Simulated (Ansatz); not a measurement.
# How the conductance of Cu/hBN/Ni changes with thickness, part 5 of 6

How fast does the current through Cu/hBN/Ni fall with each added layer? The lower electrode is Cu fcc(111), the upper one Ni fcc(111); the barrier is hBN sheets (three sheets in the relaxed core). In the first transport cell, after relaxation, the nearest pair of electrode and barrier is Cu–N at 2.88 Å, along the normal, too long for a bond, at the lower face and Ni–N at 2.07 Å, along the normal, at the upper one. A gap without bonds adds to the barrier. All share a net of side 2.567 Å, which strains the lower electrode by +0.0 %, the upper one by +3.1 % and the barrier by +2.3 %, against typed lattice constants near PBE's. The first steps treat the bulk electrodes alone.

Ansatz 0.2.0; PBE+D3(BJ) DFT, plane waves, PAW files (the session's first sound run).

So far. Step 5 (T(E) of the junction): At the Fermi level the transmission is 3.6e-4 (up) and 3.3e-4 (down), as a zone mean for one spin on this coarse mesh. At the Fermi level the layers of this cell's barrier hold from 0.0024 to 0.047 states an eV and atom. In the worse lead the potential repeats within 19 meV, which the program lets pass. Step 6 (Conductance on a fine mesh, atomic planes in the …): G = 2.4e14 S/m² (1/G = 0.00425 Ω µm²). The largest error estimate is 7.8 %, from the leads' potential steps.

## 7. Conductance on a fine mesh, 27 atoms

Level of this step: PBE DFT, plane waves, PAW files; ballistic transmission by layer matching between semi-infinite leads (Ansatz).

System of this step: Cu/hBN/Ni. The cell holds 27 atoms: 8 Cu, 3 B, 3 N and 13 Ni. Its edges and angles: a = 2.567 Å, b = 2.567 Å, c = 63.105 Å, α = 90.0°, β = 90.0°, γ = 120.0°. Regions: left electrode, 8 atoms (8 Cu); barrier, 6 atoms (3 B and 3 N); right electrode, 13 atoms (13 Ni). Vacuum lies along c.

Barrier layers are added or taken out in the middle, and the relaxed faces stay.

Contents of input.yaml:

```yaml
crystal:
  lattice:
    - [2.567, 0.0, 0.0]
    - [-1.2835, 2.2230872115, 0.0]
    - [0.0, 0.0, 63.1050870196]
  atoms:
    - { symbol: Cu, position: [0.66666667, 0.33333333, 0.1109260811] }
    - { symbol: Cu, position: [0.0, 0.0, 0.1431018818] }
    - { symbol: Cu, position: [0.33333333, 0.66666667, 0.1752776826] }
    - { symbol: Cu, position: [0.66666667, 0.33333333, 0.2074534833] }
    - { symbol: Cu, position: [0.0, 0.0, 0.239629284] }
    - { symbol: Cu, position: [0.33333333, 0.66666667, 0.2718050848] }
    - { symbol: Cu, position: [0.66666667, 0.33333333, 0.3039808855] }
    - { symbol: Cu, position: [0.0, 0.0, 0.3360431647] }
    - { symbol: B, position: [0.66666667, 0.33333333, 0.3814799693] }
    - { symbol: "N", position: [0.0, 0.0, 0.3816997785] }
    - { symbol: "N", position: [0.66666667, 0.33333333, 0.4337025064] }
    - { symbol: B, position: [0.0, 0.0, 0.4337128072] }
    - { symbol: B, position: [0.66666667, 0.33333333, 0.4853500329] }
    - { symbol: "N", position: [0.0, 0.0, 0.483409675] }
    - { symbol: Ni, position: [0.0, 0.0, 0.5162018165], spin: 0.7 }
    - { symbol: Ni, position: [0.33333333, 0.66666667, 0.5472790331], spin: 0.7 }
    - { symbol: Ni, position: [0.66666667, 0.33333333, 0.5783512955], spin: 0.7 }
    - { symbol: Ni, position: [0.0, 0.0, 0.6094235578], spin: 0.7 }
    - { symbol: Ni, position: [0.33333333, 0.66666667, 0.6404958202], spin: 0.7 }
    - { symbol: Ni, position: [0.66666667, 0.33333333, 0.6715680825], spin: 0.7 }
    - { symbol: Ni, position: [0.0, 0.0, 0.7026403449], spin: 0.7 }
    - { symbol: Ni, position: [0.33333333, 0.66666667, 0.7337126072], spin: 0.7 }
    - { symbol: Ni, position: [0.66666667, 0.33333333, 0.7647848695], spin: 0.7 }
    - { symbol: Ni, position: [0.0, 0.0, 0.7958571319], spin: 0.7 }
    - { symbol: Ni, position: [0.33333333, 0.66666667, 0.8269293942], spin: 0.7 }
    - { symbol: Ni, position: [0.66666667, 0.33333333, 0.8580016566], spin: 0.7 }
    - { symbol: Ni, position: [0.0, 0.0, 0.8890739189], spin: 0.7 }
magnetization:
  spin_polarized: true
kpoints:
  mp_grid: { grid: [12, 12, 1] }
scf:
  occupations: { method: fermi_dirac, width: 0.1 }
  max_iter: 150
hamiltonian:
  xc: pbe
output:
  transmission:
    kmesh: [36, 36]
    e_range: [-0.26, 0.27]
    de: 0.0375
    leads: [[3, 4], [20, 21]]
```

On the command line:

```sh
ansatz run input.yaml --threads 4 --pin off --max-ram 12288MiB --backend cpu --events-out ev --progress --plain --runs-dir out
```

Numbers of over 12 decimals in the logs are rounded to 6 here.

Log:

```text
[...]
Crystal: 27 atoms, lattice volume = 360.120 Å³
Basis set: ecut = 420 eV, 7225 PW (Γ)
Bands: 252, of which v1, the nominal top of the filled ones, is band 205 counted from 1 (204 counted from 0)
Symmetry: 6 space group operations
[...]
k-points: 19 of 144 (time reversal used)
[...]
Starting moments: Σ|m| = 9.1 μB on 13 of 27 sites
[...]
SCF iter   1: F=—  HF=-130536.710119 eV  |F-HF|=—  |Δ(HF+E_count)|=         —  Δρ=1.85e-1 (↑1.67e-1 ↓1.85e-1)  dr2=1.51e4  dr2_m=7.61e0  M=1.709 μB ∫|m|=1.993 μB  β_m=0.30  ethr=3.10e-3  ⟨swp⟩=6.2  Hψ=36630  notcnv=0  defer=366
[...]
SCF iter  22: F=-130542.585832 eV  HF=-130542.585832 eV  |F-HF|=8.95e-8  |Δ(HF+E_count)|=   5.01e-9  Δρ=7.19e-7 (↑3.38e-7 ↓7.19e-7)  dr2=9.06e-8  dr2_m=2.38e-10  M=8.369 μB ∫|m|=9.594 μB  ethr=2.44e-11  ⟨swp⟩=10.8  Hψ=40714  notcnv=0
SCF 1 converged in 22 iterations: F = -130542.585832 eV  dr2 = 9.06e-8
[...]
transmission: 1143 of 11430 steps passed
transmission: 2286 of 11430 steps passed
[...]
transmission: 11430 of 11430 steps passed
SCF converged after 22 iterations
Magnetization: 8.3686 μB (209.1843 up, 200.8157 down)
Absolute magnetization: 9.6040 μB (∫|ρ↑−ρ↓|, with the PAW one-centre terms)
[...]
Per-site moments (μB) at R_I (Å): [(-7.606527087619948e-7, 1.036947), (5.914712571323999e-8, 1.036947), (2.4432362861773603e-7, 1.036947), (2.641175161343673e-7, 1.036947), (1.0954549315357369e-7, 1.036947), (1.4654879963367176e-7, 1.036947), (5.849698650823167e-7, 1.034562), (-2.985110119795953e-7, 1.034562), (3.6245614264006115e-6, 0.611376), (-1.1147665777129577e-6, 0.611376), (0.00051006, 0.611349), (2.9577323063 [...]
Free energy (F): -130542.585832 eV
[...]
Internal energy: -130541.772139 eV  (E = F + TS)
E sigma→0 (E₀):  -130542.178985 eV
Entropy (-TS):   -0.813693 eV (-30.137 meV/atom)
Fermi energy:    11.724670 eV
[...]
--- Band table (eV; the first three rows and the last of 38) ---
  k-point 0 ↑: bands = [... 201 lower, 10.4746, 10.4808, 10.4808, 10.5060, 10.5060, 10.6076, 10.6076, 10.7549, ... 43 higher]
  k-point 1 ↑: bands = [... 201 lower, 10.5063, 10.5279, 10.5293, 10.5428, 10.5519, 10.6078, 10.6352, 10.6754, ... 43 higher]
  k-point 2 ↑: bands = [... 201 lower, 10.5461, 10.5582, 10.6229, 10.6510, 10.6655, 10.7070, 10.7149, 10.8068, ... 43 higher]
  k-point 18 ↓: bands = [... 201 lower, 13.4820, 13.7796, 13.9565, 14.8489, 14.8522, 14.8714, 15.0196, 15.0273, ... 43 higher]
--- Transmission ---
  basis      : 55 plane waves across, 45 finite elements along
  points     : 127, standing for a mesh of 36 x 36
[...]
filled         : 12.8 meV under the level at which it is neutral
    channels       : 8.217593e-1 up, 8.217593e-1 down
[...]
slowest decay  : 0.0240 /Å at (0.3056, 0.2222)
[...]
filled         : 13.7 meV under the level at which it is neutral
    channels       : 6.790123e-1 up, 1.849537e0 down
[...]
slowest decay  : 0.0449 /Å at (0.4722, 0.0556)
  junction   : crystal 0 to crystal 1, 14.81 to 42.67 Å
    transmission   : 3.476040e-4 up, 3.376275e-4 down
[...]
resistance     : 2.1388e0 Ω µm² beyond half of each lead's own
```

It took 9.5 min on 4 threads of Arm Neoverse V2, shared host; peak memory 3.5 GiB; 36 min of CPU time.

Numbers from this step:

* free energy: -130542.5858 eV
* Fermi energy: 11.72 eV
* magnetization: 8.369 μB
* absolute magnetization: 9.604 μB
* transmission at the Fermi level, spin up: 3.48e-4
* transmission at the Fermi level, spin down: 3.38e-4
* potential step in the lower lead: 19.3 meV
* potential step in the upper lead: 2 meV
* junction conductance: 4.67e11 S/m²
* error estimates by source, in the log's order: 0.3, 1.2, 3.5, 4.7, 1.2 %
* resistance-area product beyond the leads: 2.139 Ω um²

Each spin. The transmission, zone mean by energy, zero at the Fermi level:

```csv
energy (eV),"transmission, up","transmission, down"
-0.260,3.5e-4,2.3e-4
-0.223,3.5e-4,2.6e-4
-0.185,3.5e-4,2.6e-4
-0.147,3.5e-4,2.7e-4
-0.110,3.4e-4,3.1e-4
-0.072,3.4e-4,3.0e-4
-0.035,3.5e-4,3.1e-4
0.003,3.5e-4,3.4e-4
0.040,3.5e-4,3.6e-4
0.077,3.5e-4,3.9e-4
0.115,3.5e-4,4.1e-4
0.152,3.6e-4,4.2e-4
0.190,3.6e-4,4.4e-4
0.228,3.6e-4,4.8e-4
0.265,3.6e-4,6.2e-4
```

Each spin. Table of open channels, zone mean by energy, zero at the Fermi level:

```csv
energy (eV),"lower lead, up","upper lead, up","lower lead, down","upper lead, down"
-0.260,0.799,0.623,0.799,1.53
-0.223,0.799,0.647,0.799,1.49
-0.185,0.799,0.642,0.799,1.57
-0.147,0.799,0.633,0.799,1.63
-0.110,0.799,0.642,0.799,1.63
-0.072,0.803,0.651,0.803,1.76
-0.035,0.812,0.670,0.812,1.78
0.003,0.822,0.679,0.822,1.85
0.040,0.836,0.698,0.836,2.02
0.077,0.836,0.698,0.836,2.05
0.115,0.836,0.698,0.836,2.11
0.152,0.836,0.707,0.836,2.03
0.190,0.836,0.716,0.836,1.94
0.228,0.840,0.725,0.840,1.74
0.265,0.840,0.725,0.840,1.56
```

Transmission over k1 and k2. At 0.0025 eV from the Fermi level, spin up.

Values in units of 1e-3, 12 rows by 16 columns, each cell a mean:
```
0.1 0.1 0.0 0.0 0.0 0.0 0.0 0.1 0.1 0.0 0.0 0.0 0.0 0.0 0.0 0.0
0.0 0.0 0.0 0.1 0.2 0.2 0.2 0.1 0.1 0.0 0.0 0.0 0.0 0.0 0.0 0.0
0.0 0.0 0.2 0.4 0.6 0.7 0.7 0.6 0.4 0.2 0.0 0.0 0.0 0.0 0.0 0.0
0.0 0.0 0.2 0.6 1.0 1.3 1.5 1.4 1.1 0.7 0.4 0.1 0.0 0.0 0.0 0.0
0.0 0.0 0.2 0.6 1.1 1.7 1.8 1.3 1.7 1.5 0.9 0.5 0.1 0.0 0.0 0.0
0.1 0.1 0.1 0.4 1.0 1.6 1.4 0.0 0.1 1.3 1.6 1.0 0.4 0.1 0.1 0.1
0.0 0.1 0.0 0.2 0.6 1.1 1.7 1.1 0.1 0.5 1.9 1.3 0.7 0.3 0.0 0.1
0.0 0.0 0.0 0.0 0.2 0.5 1.0 1.5 1.8 1.9 1.8 1.3 0.8 0.4 0.1 0.0
0.0 0.0 0.0 0.0 0.0 0.1 0.4 0.7 1.0 1.2 1.2 1.0 0.7 0.4 0.1 0.0
0.0 0.0 0.0 0.0 0.0 0.0 0.0 0.2 0.4 0.5 0.5 0.5 0.4 0.2 0.1 0.0
0.0 0.0 0.0 0.0 0.0 0.0 0.0 0.1 0.0 0.1 0.1 0.1 0.1 0.0 0.0 0.1
0.0 0.0 0.0 0.0 0.0 0.0 0.0 0.1 0.1 0.1 0.0 0.0 0.0 0.0 0.1 0.1
```
Columns: k1 (b1) from -0.5 to 0.472; rows upwards: k2 (b2) from -0.5 to 0.472.

Transmission over k1 and k2. At 0.0025 eV from the Fermi level, spin dn.

Values in units of 1e-3, 12 rows by 16 columns, each cell a mean:
```
0.4 0.2 0.1 0.1 0.2 0.1 0.1 0.2 0.4 0.2 0.0 0.0 0.0 0.0 0.0 0.2
0.0 0.1 0.1 0.2 0.4 0.4 0.3 0.2 0.1 0.1 0.0 0.0 0.0 0.0 0.0 0.0
0.0 0.2 0.3 0.4 0.5 0.6 0.6 0.5 0.4 0.3 0.2 0.0 0.0 0.0 0.0 0.0
0.0 0.3 0.4 0.5 0.8 1.0 1.1 1.1 0.9 0.6 0.4 0.4 0.1 0.0 0.0 0.0
0.1 0.2 0.3 0.5 0.8 1.2 1.3 1.0 1.2 1.1 0.7 0.4 0.3 0.1 0.1 0.1
0.5 0.1 0.2 0.4 0.7 1.2 1.0 0.0 0.0 1.0 1.2 0.8 0.4 0.2 0.1 0.4
0.4 0.2 0.1 0.2 0.5 0.9 1.3 0.8 0.1 0.4 1.4 1.0 0.6 0.3 0.1 0.2
0.1 0.0 0.0 0.1 0.4 0.5 0.8 1.1 1.4 1.4 1.3 1.0 0.6 0.4 0.3 0.1
0.0 0.0 0.0 0.0 0.1 0.4 0.4 0.6 0.8 0.9 0.9 0.8 0.6 0.4 0.4 0.1
0.0 0.0 0.0 0.0 0.0 0.0 0.2 0.2 0.3 0.4 0.5 0.4 0.4 0.2 0.2 0.0
0.1 0.0 0.0 0.0 0.0 0.0 0.1 0.1 0.1 0.2 0.3 0.5 0.3 0.1 0.0 0.1
0.5 0.2 0.0 0.0 0.0 0.0 0.1 0.5 0.4 0.2 0.0 0.0 0.0 0.0 0.1 0.5
```
Columns: k1 (b1) from -0.5 to 0.472; rows upwards: k2 (b2) from -0.5 to 0.472.

G = 4.7e11 S/m² (1/G = 2.14 Ω µm²), 0.0020 times the step before of this kind. The largest error estimate is 4.7 %, from the leads' potential steps. In the worse lead the potential repeats within 19 meV, which the program lets pass.

## 8. Conductance, atomic planes in the barrier 5, gap between the electrodes 17.86 Å

System of this step: Cu/hBN/Ni. The cell holds 31 atoms: 8 Cu, 5 B, 5 N and 13 Ni. Its edges and angles: a = 2.567 Å, b = 2.567 Å, c = 69.592 Å, α = 90.0°, β = 90.0°, γ = 120.0°. Regions: left electrode, 8 atoms (8 Cu); barrier, 10 atoms (5 B and 5 N); right electrode, 13 atoms (13 Ni). Vacuum lies along c.

Barrier layers are added or taken out in the middle, and the relaxed faces stay.

Contents of input.yaml:

```yaml
crystal:
  lattice:
    - [2.567, 0.0, 0.0]
    - [-1.2835, 2.2230872115, 0.0]
    - [0.0, 0.0, 69.5916576547]
  atoms:
    - { symbol: Cu, position: [0.66666667, 0.33333333, 0.1005867691] }
    - { symbol: Cu, position: [0.0, 0.0, 0.1297634948] }
    - { symbol: Cu, position: [0.33333333, 0.66666667, 0.1589402205] }
    - { symbol: Cu, position: [0.66666667, 0.33333333, 0.1881169462] }
    - { symbol: Cu, position: [0.0, 0.0, 0.2172936718] }
    - { symbol: Cu, position: [0.33333333, 0.66666667, 0.2464703975] }
    - { symbol: Cu, position: [0.66666667, 0.33333333, 0.2756471232] }
    - { symbol: Cu, position: [0.0, 0.0, 0.3047209086] }
    - { symbol: B, position: [0.66666667, 0.33333333, 0.3459225929] }
    - { symbol: "N", position: [0.0, 0.0, 0.3461219139] }
    - { symbol: "N", position: [0.66666667, 0.33333333, 0.3932775182] }
    - { symbol: B, position: [0.0, 0.0, 0.3932868588] }
    - { symbol: B, position: [0.66666667, 0.33333333, 0.439131619] }
    - { symbol: "N", position: [0.0, 0.0, 0.43933094] }
    - { symbol: "N", position: [0.66666667, 0.33333333, 0.4864865443] }
    - { symbol: B, position: [0.0, 0.0, 0.4864958849] }
    - { symbol: B, position: [0.66666667, 0.33333333, 0.5333200551] }
    - { symbol: "N", position: [0.0, 0.0, 0.5315605561] }
    - { symbol: Ni, position: [0.0, 0.0, 0.561296174], spin: 0.7 }
    - { symbol: Ni, position: [0.33333333, 0.66666667, 0.5894767136], spin: 0.7 }
    - { symbol: Ni, position: [0.66666667, 0.33333333, 0.6176527606], spin: 0.7 }
    - { symbol: Ni, position: [0.0, 0.0, 0.6458288076], spin: 0.7 }
    - { symbol: Ni, position: [0.33333333, 0.66666667, 0.6740048547], spin: 0.7 }
    - { symbol: Ni, position: [0.66666667, 0.33333333, 0.7021809017], spin: 0.7 }
    - { symbol: Ni, position: [0.0, 0.0, 0.7303569487], spin: 0.7 }
    - { symbol: Ni, position: [0.33333333, 0.66666667, 0.7585329957], spin: 0.7 }
    - { symbol: Ni, position: [0.66666667, 0.33333333, 0.7867090428], spin: 0.7 }
    - { symbol: Ni, position: [0.0, 0.0, 0.8148850898], spin: 0.7 }
    - { symbol: Ni, position: [0.33333333, 0.66666667, 0.8430611368], spin: 0.7 }
    - { symbol: Ni, position: [0.66666667, 0.33333333, 0.8712371839], spin: 0.7 }
    - { symbol: Ni, position: [0.0, 0.0, 0.8994132309], spin: 0.7 }
magnetization:
  spin_polarized: true
kpoints:
  mp_grid: { grid: [12, 12, 1] }
scf:
  occupations: { method: fermi_dirac, width: 0.1 }
  max_iter: 150
hamiltonian:
  xc: pbe
output:
  transmission:
    kmesh: [36, 36]
    e_range: [-0.26, 0.27]
    de: 0.0375
    leads: [[3, 4], [24, 25]]
```

Log:

```text
[...]
Crystal: 31 atoms, lattice volume = 397.136 Å³
Basis set: ecut = 420 eV, 7907 PW (Γ)
Bands: 262, of which v1, the nominal top of the filled ones, is band 213 counted from 1 (212 counted from 0)
Symmetry: 6 space group operations
[...]
k-points: 19 of 144 (time reversal used)
[...]
Starting moments: Σ|m| = 9.1 μB on 13 of 31 sites
[...]
slowest decay  : 0.0267 /Å at (0.3056, 0.2222)
[...]
filled         : 13.7 meV under the level at which it is neutral
    channels       : 6.790123e-1 up, 1.849537e0 down
[...]
slowest decay  : 0.0449 /Å at (0.4722, 0.0556)
  junction   : crystal 0 to crystal 1, 14.81 to 49.16 Å
    transmission   : 1.044169e-6 up, 7.670112e-7 down
[...]
resistance     : 8.1009e2 Ω µm² beyond half of each lead's own
[key lines of the parts left out:]
SCF converged after 21 iterations
Magnetization: 8.3698 μB (217.1849 up, 208.8151 down)
Free energy (F): -131627.268116 eV
Fermi energy:    11.279846 eV
```

Wall time 11 min (4 threads); peak memory 4 GiB.

G = 1.2e9 S/m² (1/G = 810 Ω µm²), 0.0026 times the step before of this kind. The largest error estimate is 19 %. In the worse lead the potential repeats within 19 meV, which the program lets pass.

## 9. Conductance on a fine mesh, atomic planes in the barrier 7, gap between the electrodes 24.34 Å

System of this step: Cu/hBN/Ni. The cell holds 35 atoms: 8 Cu, 7 B, 7 N and 13 Ni. Its edges and angles: a = 2.567 Å, b = 2.567 Å, c = 76.078 Å, α = 90.0°, β = 90.0°, γ = 120.0°. Regions: left electrode, 8 atoms (8 Cu); barrier, 14 atoms (7 B and 7 N); right electrode, 13 atoms (13 Ni). Vacuum lies along c.

Barrier layers are added or taken out in the middle, and the relaxed faces stay.

Contents of input.yaml:

```yaml
crystal:
  lattice:
    - [2.567, 0.0, 0.0]
    - [-1.2835, 2.2230872115, 0.0]
    - [0.0, 0.0, 76.0782282898]
  atoms:
    - { symbol: Cu, position: [0.66666667, 0.33333333, 0.0920105549] }
    - { symbol: Cu, position: [0.0, 0.0, 0.1186996189] }
    - { symbol: Cu, position: [0.33333333, 0.66666667, 0.1453886829] }
    - { symbol: Cu, position: [0.66666667, 0.33333333, 0.172077747] }
    - { symbol: Cu, position: [0.0, 0.0, 0.198766811] }
    - { symbol: Cu, position: [0.33333333, 0.66666667, 0.225455875] }
    - { symbol: Cu, position: [0.66666667, 0.33333333, 0.252144939] }
    - { symbol: Cu, position: [0.0, 0.0, 0.2787398396] }
    - { symbol: B, position: [0.66666667, 0.33333333, 0.316428592] }
    - { symbol: "N", position: [0.0, 0.0, 0.3166109185] }
    - { symbol: "N", position: [0.66666667, 0.33333333, 0.3597459486] }
    - { symbol: B, position: [0.0, 0.0, 0.3597544929] }
    - { symbol: B, position: [0.66666667, 0.33333333, 0.401690444] }
    - { symbol: "N", position: [0.0, 0.0, 0.4018727704] }
    - { symbol: "N", position: [0.66666667, 0.33333333, 0.4450078006] }
    - { symbol: B, position: [0.0, 0.0, 0.4450163448] }
    - { symbol: B, position: [0.66666667, 0.33333333, 0.4869522959] }
    - { symbol: "N", position: [0.0, 0.0, 0.4871346223] }
    - { symbol: "N", position: [0.66666667, 0.33333333, 0.5302696525] }
    - { symbol: B, position: [0.0, 0.0, 0.5302781967] }
    - { symbol: B, position: [0.66666667, 0.33333333, 0.5731100515] }
    - { symbol: "N", position: [0.0, 0.0, 0.5715005706] }
    - { symbol: Ni, position: [0.0, 0.0, 0.5987008746], spin: 0.7 }
    - { symbol: Ni, position: [0.33333333, 0.66666667, 0.6244786892], spin: 0.7 }
    - { symbol: Ni, position: [0.66666667, 0.33333333, 0.6502523943], spin: 0.7 }
    - { symbol: Ni, position: [0.0, 0.0, 0.6760260994], spin: 0.7 }
    - { symbol: Ni, position: [0.33333333, 0.66666667, 0.7017998045], spin: 0.7 }
    - { symbol: Ni, position: [0.66666667, 0.33333333, 0.7275735095], spin: 0.7 }
    - { symbol: Ni, position: [0.0, 0.0, 0.7533472146], spin: 0.7 }
    - { symbol: Ni, position: [0.33333333, 0.66666667, 0.7791209197], spin: 0.7 }
    - { symbol: Ni, position: [0.66666667, 0.33333333, 0.8048946248], spin: 0.7 }
    - { symbol: Ni, position: [0.0, 0.0, 0.8306683299], spin: 0.7 }
    - { symbol: Ni, position: [0.33333333, 0.66666667, 0.8564420349], spin: 0.7 }
    - { symbol: Ni, position: [0.66666667, 0.33333333, 0.88221574], spin: 0.7 }
    - { symbol: Ni, position: [0.0, 0.0, 0.9079894451], spin: 0.7 }
magnetization:
  spin_polarized: true
kpoints:
  mp_grid: { grid: [12, 12, 1] }
scf:
  occupations: { method: fermi_dirac, width: 0.1 }
  max_iter: 150
hamiltonian:
  xc: pbe
output:
  transmission:
    kmesh: [36, 36]
    e_range: [-0.26, 0.27]
    de: 0.0375
    leads: [[3, 4], [28, 29]]
```

Log:

```text
[...]
Crystal: 35 atoms, lattice volume = 434.153 Å³
Basis set: ecut = 420 eV, 8685 PW (Γ)
Bands: 271, of which v1, the nominal top of the filled ones, is band 221 counted from 1 (220 counted from 0)
Symmetry: 6 space group operations
[...]
k-points: 19 of 144 (time reversal used)
[...]
Starting moments: Σ|m| = 9.1 μB on 13 of 35 sites
[...]
slowest decay  : 0.0247 /Å at (0.3056, 0.2222)
[...]
filled         : 13.8 meV under the level at which it is neutral
    channels       : 6.790123e-1 up, 1.849537e0 down
[...]
slowest decay  : 0.0450 /Å at (0.4722, 0.0556)
  junction   : crystal 0 to crystal 1, 14.81 to 55.64 Å
    transmission   : 3.211713e-9 up, 2.445135e-9 down
[...]
resistance     : 2.6129e5 Ω µm² beyond half of each lead's own
[key lines of the parts left out:]
SCF converged after 23 iterations
Magnetization: 8.3703 μB (225.1852 up, 216.8148 down)
Free energy (F): -132711.950861 eV
Fermi energy:    10.910597 eV
```

Wall time 13 min (4 threads); peak memory 4.6 GiB; 50 min of CPU time.

Each spin. Table of transmission, zone mean by energy, zero at the Fermi level:

```csv
energy (eV),"transmission, up","transmission, down"
-0.260,2.9e-9,1.7e-9
-0.223,3.0e-9,1.8e-9
-0.185,3.1e-9,1.9e-9
-0.147,3.1e-9,2.0e-9
-0.110,3.0e-9,2.1e-9
-0.072,3.1e-9,2.2e-9
-0.035,3.2e-9,2.3e-9
0.003,3.2e-9,2.4e-9
0.040,3.2e-9,2.6e-9
0.077,3.3e-9,2.8e-9
0.115,3.4e-9,2.9e-9
0.152,3.5e-9,3.1e-9
0.190,3.6e-9,3.3e-9
0.228,3.5e-9,3.4e-9
0.265,3.5e-9,3.6e-9
```

G = 3.8e6 S/m² (1/G = 2.6e5 Ω µm²), 0.0031 times the step before of this kind. The largest error estimate is 9.7 %. In the worse lead the potential repeats within 19 meV, which the program lets pass.

[end of part 5 of 6]

[Logs are printed without paths, hosts, clocks, repeated set-up lines and the standing remarks that a program may print on its own settings, such as how far it seeks lower states.]

[Hosts, paths, dates, database ids (printed as entryN), source tags and the programs' standing remarks are cut or masked in the printed files.]
